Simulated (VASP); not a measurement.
TaC, 2 atoms in the cell. It takes space group Fm-3m (No. 225, cubic). Conventional cell: a = 4.446 Å, b = 4.446 Å, c = 4.446 Å, α = 90.00°, β = 90.00°, γ = 90.00°. Ta (site symmetry m-3m) has 6 C at 2.22 Å as nearest neighbours. Around C (site symmetry m-3m) lie 6 Ta at 2.22 Å. 

| Item | Value |
| --- | --- |
| Program | VASP 6.6.1 |
| Task | relaxation of cell and atoms |
| Functional | PBE |
| Potentials or basis | VASP PAW PBE potentials, release 64 (Ta_pv, C) |
| Cutoff | 600 eV |
| k mesh | 14 × 14 × 14 |
| Occupations | methfessel-paxton, width 0.1 eV |
| Spin | no spin polarisation |
| Further INCAR settings | ALGO = Normal; EDIFF = 1e-06; IBRION = 2; EDIFFG = -0.01; NSW = 90; ISIF = 3 |

Potentials or basis: VASP PAW PBE potentials, release 64 (Ta_pv, C).

Run with:

```console
$ cat potpaw_PBE.64/Ta_pv/POTCAR potpaw_PBE.64/C/POTCAR > POTCAR
$ mpirun -np 1 vasp_std > vasp.out
```

Hardware: 1 thread of Intel(R) Xeon(R) Platinum 8259CL CPU @ 2.50GHz (Skylake/Cascade Lake), with other jobs on the host.

How long does it take, and how much memory?

Run time: 66 s on 1 thread of Intel(R) Xeon(R) Platinum 8259CL CPU @ 2.50GHz (Skylake/Cascade Lake), with other jobs on the host, peak memory 0.19 GiB. Counts: scf iterations 27, k points 104, ion steps 3.
